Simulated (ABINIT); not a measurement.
# SnTe (F-43m) in ABINIT: settings compared, part 2 of 2

ABINIT 10.8.3 (patched build). Earlier steps stand in the parts before.

## (3) Relaxation of cell and atoms, LDA

Input file run.abi:

```
pp_dirpath "./"
pseudos "Te.upf, Sn.upf"

acell 3*1.0 Angstrom
rprim
     0.0000000000     3.6111460000     3.6111460000
     3.6111460000     0.0000000000     3.6111460000
     3.6111460000     3.6111460000     0.0000000000
ntypat 2
znucl 52 50
natom 2
typat 1 2
chkprim 0
chksymtnons 0
tolsym 1.0e-6
xred
            1/4            1/4            1/4
            0.0            0.0            0.0

ecut 40.0
ecutsm 0.5

kptopt 1
ngkpt 5 5 5
nshiftk 1
shiftk 0.0 0.0 0.0

ixc 7

nband 19
occopt 3
tsmear 0.05 eV

nstep 80
tolvrs 1.0e-12

iomode 3
prteig 0
prtebands 0
prtwf 0
prtden 0

ionmov 2
optcell 2
ntime 50
tolmxf 2.0e-5
dilatmx 1.08
```

Potentials or basis: PseudoDojo NC SR LDA v0.4.1 standard.

Launch:

```bash
$ abinit run.abi > log 2>&1
```

run.abo:

```text
.Version 10.8.3 of ABINIT
 Symmetries : space group F-4 3 m (#216); Bravais cF (face-center cubic)
================================================================================
 Values of the parameters that define the memory need of the present run
     intxc =       0    ionmov =       2      iscf =       7    lmnmax =       6
     lnmax =       6     mgfft =      60  mpssoang =       3    mqgrid =    3001
     natom =       2  nloc_mem =       1    nspden =       1   nspinor =       1
    nsppol =       1      nsym =      24    n1xccc =    2501    ntypat =       2
    occopt =       3   xclevel =       1
       mpw =        9700          nfft =      216000          nkpt =          10
================================================================================
================================================================================

--------------------------------------------------------------------------------
------------- Echo of variables that govern the present computation ------------
--------------------------------------------------------------------------------
 -outvars: echo values of preprocessed input variables --------
            acell      1.8897261259E+00  1.8897261259E+00  1.8897261259E+00 Bohr
              amu      1.27600000E+02  1.18710000E+02
          chkprim           0
      chksymtnons           0
          dilatmx      1.08000000E+00
             ecut      4.00000000E+01 Hartree
           ecutsm      5.00000000E-01 Hartree
           ionmov           2
              ixc           7
         kptrlatt        5    0    0      0    5    0      0    0    5
          kptrlen      4.82535108E+01
            natom           2
            nband          19
            ngfft          60      60      60
             nkpt          10
            nstep          80
             nsym          24
            ntime          50
           ntypat           2
           occopt           3
          optcell           2
           prtden           0
        prtebands           0
           prteig           0
            prtwf           0
            rprim      0.0000000000E+00  3.6111460000E+00  3.6111460000E+00
                       3.6111460000E+00  0.0000000000E+00  3.6111460000E+00
                       3.6111460000E+00  3.6111460000E+00  0.0000000000E+00
          spgroup         216
           tolmxf      2.00000000E-05
           tolsym      1.00000000E-06
           tolvrs      1.00000000E-12
           tsmear      1.83746611E-03 Hartree
            typat      1  2
           xangst      1.8055730000E+00  1.8055730000E+00  1.8055730000E+00
                       0.0000000000E+00  0.0000000000E+00  0.0000000000E+00
            xcart      3.4120384703E+00  3.4120384703E+00  3.4120384703E+00
                       0.0000000000E+00  0.0000000000E+00  0.0000000000E+00
             xred      2.5000000000E-01  2.5000000000E-01  2.5000000000E-01
                       0.0000000000E+00  0.0000000000E+00  0.0000000000E+00
            znucl       52.00000   50.00000

================================================================================

 chkinp: Checking input parameters for consistency.

================================================================================
== DATASET  1 ==================================================================

--- !DatasetInfo
iteration_state: {dtset: 1, }
[... 21 lines left out ...]
- pspini: atom type   1  psp file is ./Te.upf
  52.00000  16.00000  180309                  znucl, zion, pspdat
12 -1012 2 -1 1278                            pspcod,pspxc,lmax,lloc,mmax
     nproj     2     2     2

- pspini: atom type   2  psp file is ./Sn.upf
  50.00000  14.00000  180309                  znucl, zion, pspdat
12 -1012 2 -1 1608                            pspcod,pspxc,lmax,lloc,mmax
     nproj     2     2     2

   2.05907911E+03                                ecore*ucvol(ha*bohr**3)
--------------------------------------------------------------------------------

================================================================================

=== [ionmov= 2] Broyden-Fletcher-Goldfarb-Shanno method (forces)
================================================================================

--- Iteration: ( 1/50) Internal Cycle: (1/1)
--------------------------------------------------------------------------------

---SELF-CONSISTENT-FIELD CONVERGENCE--------------------------------------------
[... 394 lines left out ...]
 Difference of energy with previous step (new-old):
           Absolute (Ha)=-8.33391E-06
           Relative     =-4.54900E-08

 At Broyd/MD step   4, gradients are converged :
  max grad (force/stress) = 1.9104E-05 < tolmxf= 2.0000E-05 ha/bohr (free atoms)

================================================================================

 ----iterations are completed or convergence reached----

 Mean square residual over all n,k,spin=   96.721E-18; max=  17.726E-15
 reduced coordinates (array xred) for    2 atoms
       0.250000000000      0.250000000000      0.250000000000
       0.000000000000      0.000000000000     -0.000000000000
 rms dE/dt=  5.9500E-30; max dE/dt=  8.4145E-30; dE/dt below (all hartree)
    1       0.000000000000      0.000000000000      0.000000000000
    2       0.000000000000     -0.000000000000     -0.000000000000

 cartesian coordinates (angstrom) at end:
    1      1.75041035881941     1.75041035881941     1.75041035881941
    2     -0.00000000000000    -0.00000000000000     0.00000000000000

 cartesian forces (hartree/bohr) at end:
    1     -0.00000000000000     0.00000000000000     0.00000000000000
    2      0.00000000000000    -0.00000000000000    -0.00000000000000
 frms,max,avg= 6.0888622E-31 9.5394137E-31   0.000E+00  0.000E+00  0.000E+00 h/b

 cartesian forces (eV/Angstrom) at end:
    1     -0.00000000000000     0.00000000000000     0.00000000000000
    2      0.00000000000000    -0.00000000000000    -0.00000000000000
 frms,max,avg= 3.1310188E-29 4.9053637E-29   0.000E+00  0.000E+00  0.000E+00 e/A
 length scales=  9.355860455956  9.355860455956  9.355860455956 bohr
              =  4.950908138322  4.950908138322  4.950908138322 angstroms
 Fermi (or HOMO) energy (hartree) =   0.09410   Average Vxc (hartree)=  -0.31336
 Eigenvalues (hartree) for nkpt=  10  k points:
 kpt#   1, nband= 19, wtk=  0.00800, kpt=  0.0000  0.0000  0.0000 (reduced coord)
  -1.25559   -1.25559   -1.25559   -1.25543   -1.25543   -0.70033   -0.70033   -0.70033
  -0.69973   -0.69973   -0.34800   -0.08936    0.01870    0.01870    0.01870    0.13083
   0.13083    0.13083    0.24050
      occupation numbers for kpt#   1
   2.00000    2.00000    2.00000    2.00000    2.00000    2.00000    2.00000    2.00000
   2.00000    2.00000    2.00000    2.00000    2.00000    2.00000    2.00000    0.00000
   0.00000    0.00000    0.00000
 prteigrs : prtvol=0 or 1, do not print more k-points.

--- !EnergyTerms
iteration_state     : {dtset: 1, itime: 4, icycle: 1, }
comment             : Components of total free energy in Hartree
kinetic             :  1.03477198343512E+02
hartree             :  5.59727238590732E+01
xc                  : -4.59065284290872E+01
Ewald energy        : -9.18899183644906E+01
psp_core            :  3.55579589076487E+00
local_psp           : -1.57379036449882E+02
non_local_psp       : -5.10328109209474E+01
internal            : -1.83202576071057E+02
'-kT*entropy'       : -3.63534524920046E-04
total_energy        : -1.83202939605582E+02
total_energy_eV     : -4.98520595100663E+03
band_energy         : -2.04967754897852E+01
...

 Cartesian components of stress tensor (hartree/bohr^3)
  sigma(1 1)=  1.91039103E-07  sigma(3 2)=  0.00000000E+00
  sigma(2 2)=  1.91039103E-07  sigma(3 1)=  0.00000000E+00
  sigma(3 3)=  1.91039103E-07  sigma(2 1)=  0.00000000E+00

-Cartesian components of stress tensor (GPa)         [Pressure= -5.6206E-03 GPa]
- sigma(1 1)=  5.62056447E-03  sigma(3 2)=  0.00000000E+00
- sigma(2 2)=  5.62056447E-03  sigma(3 1)=  0.00000000E+00
- sigma(3 3)=  5.62056447E-03  sigma(2 1)=  0.00000000E+00

== END DATASET(S) ==============================================================
================================================================================

 -outvars: echo values of variables after computation  --------
            acell      9.3558604560E+00  9.3558604560E+00  9.3558604560E+00 Bohr
           etotal     -1.8320293961E+02
            fcart     -9.5394136861E-31  3.1798045620E-31  3.1798045620E-31
                       9.5394136861E-31 -3.1798045620E-31 -3.1798045620E-31
            rprim      0.0000000000E+00  7.0710678119E-01  7.0710678119E-01
                       7.0710678119E-01  0.0000000000E+00  7.0710678119E-01
                       7.0710678119E-01  7.0710678119E-01  0.0000000000E+00
           strten      1.9103910349E-07  1.9103910349E-07  1.9103910349E-07
                       0.0000000000E+00  0.0000000000E+00  0.0000000000E+00
           xangst      1.7504103588E+00  1.7504103588E+00  1.7504103588E+00
                      -7.3097670572E-31 -4.6059968981E-30  9.7836623948E-30
             xred      2.5000000000E-01  2.5000000000E-01  2.5000000000E-01
                       8.4389385790E-31  1.9507829290E-30 -2.1595844544E-30
 Calculation completed.
```

Run time: 5.1 min. Hardware: 1 thread of Arm Neoverse V1, shared host; peak memory 0.14 GiB.

Results:

```yaml
Free_energy: -4985.2060 eV
Relaxed_volume: 42.91 Å³/atom
Relaxed_cell: a = 4.951 Å, b = 4.951 Å, c = 4.951 Å, α = 60.00°, β = 60.00°, γ = 60.00°
Space_group_after_relaxing_to_0.05_Å: F-43m (No. 216)
Energy_gained_by_relaxing: 30.2 meV/atom
Ionic_steps: 4
Pressure_after_relaxing: 0.0 GPa
Band_gap_on_the_k_mesh: 0.12 eV, indirect (least direct gap 0.70 eV)
```

Step by step:
| step | energy change (eV) | largest force (eV/Å) | pressure (GPa) | volume (Å³) |
| --- | --- | --- | --- | --- |
| 1 | 0.0000 | 0.0000 | -2.18 | 94.18 |
| 2 | -0.0083 | 0.0000 | -2.04 | 93.55 |
| 3 | -0.0602 | 0.0000 | 0.15 | 85.31 |
| 4 | -0.0605 | 0.0000 | -0.01 | 85.81 |

Final structure:
```yaml
crystal:
  lattice:
    - [0.00000, 3.50082, 3.50082]
    - [3.50082, 0.00000, 3.50082]
    - [3.50082, 3.50082, 0.00000]
  atoms:
    - { symbol: Te, position: [0.25000, 0.25000, 0.25000] }
    - { symbol: Sn, position: [0.00000, 0.00000, 0.00000] }
```

Caveat: spin-orbit coupling is left out, which moves the levels of the heavy elements; an odd mesh through Γ misses points on the zone boundary, where band edges often lie.

## (4) Single point, LDA (cell relaxed)

Input file run.abi:

```
# Pseudopotentials
pp_dirpath "./"
pseudos "Te.upf, Sn.upf"

# Structure
acell 3*1.0
rprim
     0.0000000000     6.6155923722     6.6155923722
     6.6155923722     0.0000000000     6.6155923722
     6.6155923722     6.6155923722     0.0000000000
ntypat 2
znucl 52 50
natom 2
typat 1 2
xred
     0.2500000000     0.2500000000     0.2500000000
     0.0000000000     0.0000000000     0.0000000000
chkprim 0
chksymtnons 0
tolsym 1.0e-6

# Plane-wave basis
ecut 1088.455450 eV

# k points
kptopt 1
ngkpt 5 5 5
nshiftk 1
shiftk 0.0 0.0 0.0

# Exchange and correlation
ixc 7

# Bands and occupations
nband 19
occopt 3
tsmear 0.05 eV

# SCF cycle
nstep 100
tolvrs 1.0e-10

# Output
iomode 3
prtwf 0
prtden 0
prteig 0
prtebands 0
enunit 2
```

Launch:

```bash
$ abinit run.abi > log 2>&1
```

Wall time 57 s (1 thread of Arm Neoverse V1, shared host); peak memory 0.11 GiB.

It converged, with:

```yaml
Free_energy: -4985.2060 eV
Pressure: 0.0 GPa
Valence_electrons_inside_the_program's_atomic_spheres: Te 11.96; Sn 10.57
```

Levels at points of the mesh, in eV from the Fermi level:
```csv
k point,band 12,band 13,band 14,band 15,band 16,band 17,band 18,band 19
"(0.00, 0.00, 0.00)",-4.99,-2.05,-2.05,-2.05,1.00,1.00,1.00,3.98
```

## (5) The runs side by side

```tsv
task	level	potentials or basis	cell	cutoff (eV)	cell freedom (optcell)	optimiser (ionmov)	cutoff smearing ecutsm (Ha)	force stop (Ha/bohr)	gap on the mesh (eV)	pressure (GPa)
single point	PBEsol	PseudoDojo NC SR PBEsol v0.4.1 standard	as given	925	-	-	-	-	0.37	-1.6
relaxation of cell and atoms	LDA	PseudoDojo NC SR LDA v0.4.1 standard	relaxed	1088	2	2	0.5	2e-05	0.12	0.0
single point	LDA	PseudoDojo NC SR LDA v0.4.1 standard	cell relaxed	1088	-	-	-	-	-	0.0
```

Alike in all rows: no spin polarisation; k mesh 5 × 5 × 5; smearing fermi-dirac 0.05 eV.

Caveats: spin-orbit coupling is left out, which moves the levels of the heavy elements (some runs); an odd mesh through Γ misses points on the zone boundary, where band edges often lie (some runs); the cutoff is short for stress, so the pressure is rough (some runs).

Total energies depend on the potentials used, so only differences within one code and one set of settings carry meaning.
